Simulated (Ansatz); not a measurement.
CdS (Hawleyite): equation of state with PBE

Crystal: CdS (Hawleyite).

```
Cd S
1.0
     0.00000    2.91650    2.91650
     2.91650    0.00000    2.91650
     2.91650    2.91650    0.00000
Cd S
1 1
Direct
  0.00000 0.00000 0.00000
  0.75000 0.75000 0.75000
```

```
Program             : Ansatz 0.2.0
Task                : equation of state
Functional          : PBE
Potentials or basis : Ansatz PAW
Cutoff              : 420 eV
Density cutoff      : 1680 eV
k mesh              : 8 × 8 × 8
Occupations         : fermi-dirac, width 0.05 eV
Spin                : spin-orbit coupling, no magnetisation
```

The equilibrium volume is 26.00 Å³/atom, the bulk modulus is 54 GPa and the pressure derivative of the bulk modulus is 4.6.

Energy against volume, from the lowest point:
| volume (Å³/atom) | energy (meV/atom) |
| --- | --- |
| 23.319 | 56.09 |
| 23.815 | 35.71 |
| 24.312 | 20.40 |
| 24.808 | 9.65 |
| 25.304 | 2.98 |
| 25.800 | 0.00 |
| 26.296 | 0.31 |

All runs of the series together: 27 s on 2 threads of AMD EPYC 7B13 (Zen 3) (shared host).

PBE usually gives volumes a little too large and moduli too small. Zero-point motion and thermal expansion aren't in these numbers.
